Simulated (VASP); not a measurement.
# Ag in VASP: notebook

One slab, Ag, is run at these levels: PBE; tasks: single point.

Everything below comes from runs of VASP 6.6.1. Logs are shortened: lines on timing, memory, paths and dates and some standing lists are left out, and cuts for length are marked.

### Step 1. The cell of the first run

The cell holds a slab with vacuum, 3 atoms: a = 2.933 Å, b = 2.933 Å, c = 18.147 Å, α = 90.00°, β = 90.00°, γ = 90.00°.

The slab is cut from a database's or a generator's crystal, which needn't be the stable form of the element.

### Step 2. Single point, PBE (clean slab, lower half held)

Contents of INCAR:

```
ALGO = Fast
DIPOL = 0.5 0.5 0.498
EDIFF = 1E-6
ENCUT = 520
GGA = PE
IDIPOL = 3
ISIF = 2
ISMEAR = 0
LASPH = T
LCHARG = T
LDIPOL = T
LELF = T
LREAL = F
LVACPOTAV = T
LVHAR = T
LWAVE = F
NBANDS = 24
NELM = 80
PREC = Accurate
SIGMA = 0.1
```

Contents of KPOINTS:

```
k-points
0
Gamma
  10 10 1
```

Contents of POSCAR:

```
Ag
1.0
    2.9325072267      0.0000000000      0.0000000000
    0.0000000000      2.9325072267      0.0000000000
    0.0000000000      0.0000000000     18.1471914918
Ag
3
Direct
    0.5000000000      0.5000000000      0.3857346192
    0.0000000000      0.0000000000      0.4977357852
    0.5000000000      0.5000000000      0.6097287604
```

Potentials or basis: VASP PAW PBE potentials, release 64 (Ag).

Run with:

```sh
> cat potpaw_PBE.64/Ag/POTCAR > POTCAR
> mpirun -np 1 vasp_std > vasp.out
```

OUTCAR:

```text
EDIFF = 1E-6
   ENCUT = 520
   GGA = PE
   ISIF = 2
   ISMEAR = 0
   LASPH = T
   LREAL = F
   NELM = 80
   PREC = Accurate

 ion  position               nearest neighbor table
   1  0.500  0.500  0.386-   2 2.90   2 2.90   2 2.90   2 2.90
   2  0.000  0.000  0.498-   3 2.90   3 2.90   3 2.90   3 2.90   1 2.90   1 2.90   1 2.90   1 2.90

   3  0.500  0.500  0.610-   2 2.90   2 2.90   2 2.90   2 2.90

  LATTYP: Found a simple tetragonal cell.
 ALAT       =     2.9325072267
 C/A-ratio  =     6.1882853439

  Lattice vectors:

 A1 = (   2.9325072267,   0.0000000000,   0.0000000000)
 A2 = (   0.0000000000,   2.9325072267,   0.0000000000)
 A3 = (   0.0000000000,   0.0000000000,  18.1471914918)

Analysis of symmetry for initial positions (statically):
=====================================================================
 Subroutine PRICEL returns:
 Original cell was already a primitive cell.

 Routine SETGRP: Setting up the symmetry group for a
 simple tetragonal supercell.

 Subroutine GETGRP returns: Found 16 space group operations
 (whereof  8 operations were pure point group operations)
 out of a pool of 16 trial point group operations.

The static configuration has the point symmetry C_4v.
 The point group associated with its full space group is D_4h.

Analysis of symmetry for dynamics (positions and initial velocities):
=====================================================================
 Subroutine PRICEL returns:
 Original cell was already a primitive cell.

 Routine SETGRP: Setting up the symmetry group for a
 simple tetragonal supercell.

 Subroutine GETGRP returns: Found 16 space group operations
 (whereof  8 operations were pure point group operations)
 out of a pool of 16 trial point group operations.

The dynamic configuration has the point symmetry C_4v.
 The point group associated with its full space group is D_4h.

 Subroutine INISYM returns: Found 16 space group operations
 (whereof  8 operations are pure point group operations),
 and found     1 'primitive' translations

----------------------------------------------------------------------------------------

                                     Primitive cell

  volume of cell :     156.0586

  direct lattice vectors                    reciprocal lattice vectors
[... 79 lines left out ...]
   ISPIN  =      1    spin polarized calculation?
   LNONCOLLINEAR =      F non collinear calculations
   LSORBIT =      F    spin-orbit coupling
   LASPH  =      T    aspherical Exc in radial PAW
   ENCUT  =  520.0 eV  38.22 Ry    6.18 a.u.   5.45  5.45 33.74*2*pi/ulx,y,z
   NELM   =     80;   NELMIN=  2; NELMDL= -5     # of ELM steps
   EDIFF  = 0.1E-05   stopping-criterion for ELM
   LREAL  =      F    real-space projection
[... 7 lines left out ...]
   TEBEG  =    0.0;   TEEND  =   0.0 temperature during run
   PSTRESS=    0.0 pullay stress
   NELECT =      33.0000    total number of electrons
   NUPDOWN=      -1.0000    fix difference up-down
   EMIN   =  10.00;   EMAX   =-10.00  energy-range for DOS
   EFERMI =   0.00;   METHOD = LEGACY
   ISMEAR =     0;   SIGMA  =   0.10  broadening in eV -4-tet -1-fermi 0-gaus
   EFERMI_NEDOS =   21; number of points for ismear=-14 and -15
   IALGO  =     68    algorithm
   IMIX   =      4    mixing-type and parameters
     AMIX     =   0.40;   BMIX     =  1.00
     AMIX_MAG =   1.60;   BMIX_MAG =  1.00
  volume/ion in A,a.u.               =      52.02       351.05
  Fermi-wavevector in a.u.,A,eV,Ry     =   0.975327  1.843101 12.942717  0.951263
  Thomas-Fermi vector in A             =   2.105858
   LORBIT       =      0    0 simple, 1 ext, 2 COOP (PROOUT), +10 PAW based schemes
   GGA     = PE    functional components
   LHFCALC =     F    Hartree Fock is set to
   AEXX    =    0.0000 exact exchange contribution
   IVDW    =     0    specifies the selected vdW correction
   LEPSILON=     F    determine dielectric tensor
   LRPA    =     F    only Hartree local field effects (RPA)
 non-spin polarized calculation
 RMM-DIIS sequential band-by-band and
 Gauss-broadening in eV      SIGMA  =   0.10
  energy-cutoff  :      520.00
  volume of cell :      156.06
 maximum number of plane-waves:      4259
 NGX is ok and might be reduce to    24
   NGX = 11   NGY = 11   NGZ = 67

 dipolmoment           0.000000      0.000000     -0.000001 electrons x Angstroem

 number of electron      33.0000009 magnetization

 dipolmoment           0.000000      0.000000      0.000841 electrons x Angstroem

 Free energy of the ion-electron system (eV)
  ---------------------------------------------------
  ext. energy  EPLUGINS =         0.00000000
  ---------------------------------------------------
  free energy    TOTEN  =        -7.25908544 eV

  energy without entropy =       -7.25632286  energy(sigma->0) =       -7.25770415

 E-fermi :  -0.1457     XC(G=0):  -5.0363

 val. band max:       -0.1967536687   @ k =   0.5000   0.0000   0.0000
 cond. band min:      -0.0007114176   @ k =   0.5000   0.1000   0.0000
 fundamental gap:      0.1960422511
 Fermi energy:        -0.1456538890

 k-point     1 :       0.0000    0.0000    0.0000
  band No.  band energies     occupation
      1      -6.8594      2.00000
      2      -5.9663      2.00000
      3      -5.9557      2.00000
      4      -5.4288      2.00000
      5      -5.2590      2.00000
      6      -4.8416      2.00000
[... 556 lines left out ...]
     23       8.3381      0.00000
     24       8.3412      0.00000

------------------------ aborting loop because EDIFF is reached ----------------------------------------

  FORCE on cell =-STRESS in cart. coord.  units (eV):
  Direction    XX          YY          ZZ          XY          YZ          ZX
  --------------------------------------------------------------------------------------
  -------------------------------------------------------------------------------------
  Total       -1.0969342     -1.0969342     -0.0457516      0.0000000     -0.0000000      0.0000000
  in kB      -11.2616900    -11.2616900     -0.4697098      0.0000000     -0.0000000      0.0000000
  external PRESSURE =      -7.6643633 kB  Pullay stress =       0.0000000 kB

 VOLUME and BASIS-vectors are now :
 -----------------------------------------------------------------------------
  energy-cutoff  :      520.00
  volume of cell :      156.06
      direct lattice vectors                 reciprocal lattice vectors
     2.932507227  0.000000000  0.000000000     0.341005127  0.000000000  0.000000000
     0.000000000  2.932507227  0.000000000     0.000000000  0.341005127  0.000000000
     0.000000000  0.000000000 18.147191492     0.000000000  0.000000000  0.055104946

 POSITION                                       TOTAL-FORCE (eV/Angst)
 -----------------------------------------------------------------------------------
      1.46625      1.46625      7.00000         0.000000      0.000000      0.004908
      0.00000      0.00000      9.03251         0.000000      0.000000      0.000000
      1.46625      1.46625     11.06486        -0.000000     -0.000000     -0.004908
 -----------------------------------------------------------------------------------
    total drift:                                0.000000     -0.000000      0.129007

  FREE ENERGIE OF THE ION-ELECTRON SYSTEM (eV)
  ---------------------------------------------------
  free  energy   TOTEN  =        -7.2590854388 eV

  energy  without entropy=       -7.2563228613  energy(sigma->0) =       -7.25770415

 vacuum level on the upper side and lower side of the slab         4.209         4.192
```

OSZICAR:

```text
N       E                     dE             d eps       ncg     rms          rms(c)
DAV:   1     0.190055409960E+03    0.19006E+03   -0.14363E+04  1008   0.114E+03
DAV:   2    -0.334456258074E+01   -0.19340E+03   -0.18115E+03  1128   0.248E+02
DAV:   3    -0.780855024437E+01   -0.44640E+01   -0.44223E+01  1192   0.414E+01
[... 12 lines left out ...]
RMM:  16    -0.725905762799E+01   -0.14997E-04   -0.76888E-07   869   0.496E-03    0.175E-03
RMM:  17    -0.725907869835E+01   -0.21070E-04   -0.31850E-07   834   0.222E-03    0.146E-03
RMM:  18    -0.725908363949E+01   -0.49411E-05   -0.12265E-07   793   0.185E-03    0.799E-04
RMM:  19    -0.725908510739E+01   -0.14679E-05   -0.22056E-08   446   0.986E-04    0.177E-04
RMM:  20    -0.725908543876E+01   -0.33138E-06   -0.77407E-09   400   0.109E-03
   1 F= -.72590854E+01 E0= -.72577042E+01  d E =-.276258E-02
```

stdout:

```text
POSCAR found type information on POSCAR Ag
 POSCAR found :  1 types and       3 ions
 scaLAPACK will be used
 LDA part: xc-table for (Slater+PW92), standard interpolation
 POSCAR, INCAR and KPOINTS ok, starting setup
 FFT: planning ... GRIDC
 FFT: planning ... GRID_SOFT
 FFT: planning ... GRID
 WAVECAR not read
 entering main loop
 -----------------------------------------------------------------------------
|                                                                             |
|           W    W    AA    RRRRR   N    N  II  N    N   GGGG   !!!           |
|           W    W   A  A   R    R  NN   N  II  NN   N  G    G  !!!           |
|           W    W  A    A  R    R  N N  N  II  N N  N  G       !!!           |
|           W WW W  AAAAAA  RRRRR   N  N N  II  N  N N  G  GGG   !            |
|           WW  WW  A    A  R   R   N   NN  II  N   NN  G    G                |
|           W    W  A    A  R    R  N    N  II  N    N   GGGG   !!!           |
|                                                                             |
|     Did not find any points to average over, which means that no vacuum     |
|     field-free region was found. Please increase the size of  your cell     |
|     in the dimension of the dipole correction to obtain accurate            |
|     workfunction values.                                                    |
|                                                                             |
 -----------------------------------------------------------------------------
```

It took 42 s on 1 thread of Intel Xeon 6975P-C (Granite Rapids), shared host; peak memory 0.28 GiB.

What came out:

```
Free energy                     : -7.2591 eV
Largest force                   : 0.005 eV/Å
Band gap on the k mesh          : none (metal or under the smearing width)
Work function of the upper face : 4.35 eV
Work function of the lower face : 4.34 eV
```

Forces on the atoms (eV/Å):
```
Ag   0.000  0.000  0.005
Ag   0.000  0.000  0.000
Ag   0.000  0.000 -0.005
```

### Step 3. Single point, PBE (the clean substrate in the cell of the map)

Contents of INCAR:

```
SYSTEM = Ag
PREC = Accurate
ENCUT = 520
EDIFF = 1E-6
ISMEAR = 0
SIGMA = 0.1
LREAL = .False.
LASPH = .True.
NELM = 60
ALGO = Normal
ISIF = 2
LWAVE = .False.
LCHARG = .True.
LDIPOL = .True.
IDIPOL = 3
DIPOL = 0.5 0.5 0.286
GGA = PE
LELF = .True.
LVHAR = .True.
LVACPOTAV = .True.
NBANDS = 24
```

Contents of KPOINTS:

```
Automatic mesh
0
Gamma
  9 9 1
  0 0 0
```

Contents of POSCAR:

```
Ag
1.0
    2.9325072267      0.0000000000      0.0000000000
    0.0000000000      2.9325072267      0.0000000000
    0.0000000000      0.0000000000     21.0648645725
Ag
3
Direct
    0.5000000000      0.5000000000      0.1898896613
    0.0000000000      0.0000000000      0.2863776592
    0.5000000000      0.5000000000      0.3828586006
```

Potentials or basis: VASP PAW PBE potentials, release 64 (Ag).

Run with:

```sh
> cat potpaw_PBE.64/Ag/POTCAR > POTCAR
> mpirun -np 1 vasp_std > vasp.out
```

Wall time 37 s (1 thread of Intel Xeon 6975P-C (Granite Rapids), shared host); peak memory 0.29 GiB.

Results (log left out):

* Free energy: -7.2800 eV
* Largest force: 0.016 eV/Å
* Band gap on the k mesh: none (metal or under the smearing width)
* Work function of the upper face: 4.34 eV
* Work function of the lower face: 4.32 eV

Forces in eV/Å, atoms in the order of the input:
```
Ag   0.000  0.000 -0.016
Ag   0.000  0.000  0.000
Ag   0.000  0.000  0.016
```

Levels at points of the mesh, in eV from the Fermi level:
| k point | band 13 | band 14 | band 15 | band 16 | band 17 | band 18 | band 19 | band 20 | band 21 | band 22 |
| --- | --- | --- | --- | --- | --- | --- | --- | --- | --- | --- |
| (0.00, 0.00, 0.00) | -3.33 | -3.08 | -2.90 | -2.87 | -2.87 | -0.57 | 1.49 | 4.04 | 4.52 | 5.06 |
